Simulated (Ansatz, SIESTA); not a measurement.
This is a calculation of Pb for SIESTA 5.4.2. This isn't the form of Pb at room conditions, which is fcc.

The input Pb.fdf:

```
SystemName                      Pb
SystemLabel                     Pb
NumberOfSpecies                 1
NumberOfAtoms                   2
%block ChemicalSpeciesLabel
  1  82 Pb
%endblock ChemicalSpeciesLabel

LatticeConstant                 1.0 Ang
%block LatticeVectors
     3.0386068135    -1.7503199600     0.0000000000
     3.0386068135     1.7503199600     0.0000000000
    -2.1154626375     0.0000000000     6.0952248674
%endblock LatticeVectors
AtomicCoordinatesFormat         Fractional
%block AtomicCoordinatesAndAtomicSpecies
     0.9085084100     0.9085084100     0.7262922000  1  Pb
     0.0914915900     0.0914915900     0.2737078000  1  Pb
%endblock AtomicCoordinatesAndAtomicSpecies

%block kgrid.MonkhorstPack
    9   0   0  0.0
    0   9   0  0.0
    0   0   5  0.0
%endblock kgrid.MonkhorstPack
XC.Functional                   GGA
XC.Authors                      PBEsol
PAO.BasisSize                   DZP
PAO.EnergyShift                 0.003 Ry
Mesh.Cutoff                     500 Ry
OccupationFunction              FD
ElectronicTemperature           0.05 eV
MaxSCFIterations                120
SCF.MustConverge                false
SCF.Mixer.Method                Pulay
SCF.Mixer.Weight                0.25
SCF.Mixer.History               8
SCF.DM.Tolerance                5.0e-05
SCF.H.Tolerance                 1.0e-03 eV
WriteForces                     true
Charge.Mulliken                 end
%block PAO.Basis
  Pb 4
  n=6 0 2
    6.155 0.000
  n=6 1 2
    8.826 0.000
  n=5 2 2
    4.164 0.000
  n=6 2 1
    8.826
%endblock PAO.Basis
```

Potentials or basis: PseudoDojo 0.4 standard (PBEsol files), converted to PSML, two zetas on semicore shells, DZP (energy shift 0.003 Ry; two zetas on semicore shells).

Run with:

```console
$ siesta < Pb.fdf > Pb.out 2>&1
```

Question: Set up the same calculation for Ansatz 0.2.0. Potentials or basis there: all-electron LAPW, scalar-relativistic.

Answer: As run (cutoffs and basis follow the program's own potentials, and thresholds, step limits or extra output files can differ):

The input input.yaml:

```yaml
crystal:
  lattice:
    - [3.0386068135, -1.75031996, 0.0]
    - [3.0386068135, 1.75031996, 0.0]
    - [-2.1154626375, 0.0, 6.0952248674]
  atoms:
    - { symbol: Pb, position: [0.90850841, 0.90850841, 0.7262922] }
    - { symbol: Pb, position: [0.09149159, 0.09149159, 0.2737078] }
kpoints:
  mp_grid: { grid: [9, 9, 5] }
scf:
  occupations: { method: fermi_dirac, width: 0.05 }
hamiltonian:
  xc: pbesol
  pseudopotentials: { kind: all_electron, lapw: { basis_error: 0.001 } }
output:
  forces: true
  stress: true
  eigenvalues: true
  populations: true
```

Potentials or basis: all-electron LAPW, scalar-relativistic.

Command:

```console
$ ansatz run input.yaml --threads 1 --pin off --max-ram 3072MiB --backend cpu --events-out ev --progress --plain --runs-dir out
```

Both were run:

|  | SIESTA | Ansatz |
| --- | --- | --- |
| Pressure | -1.4 GPa | -1.8 GPa |

Where Ansatz's input types no cutoff or centring, it takes its own default and a Γ-centred mesh.

Pressure is positive in compression.
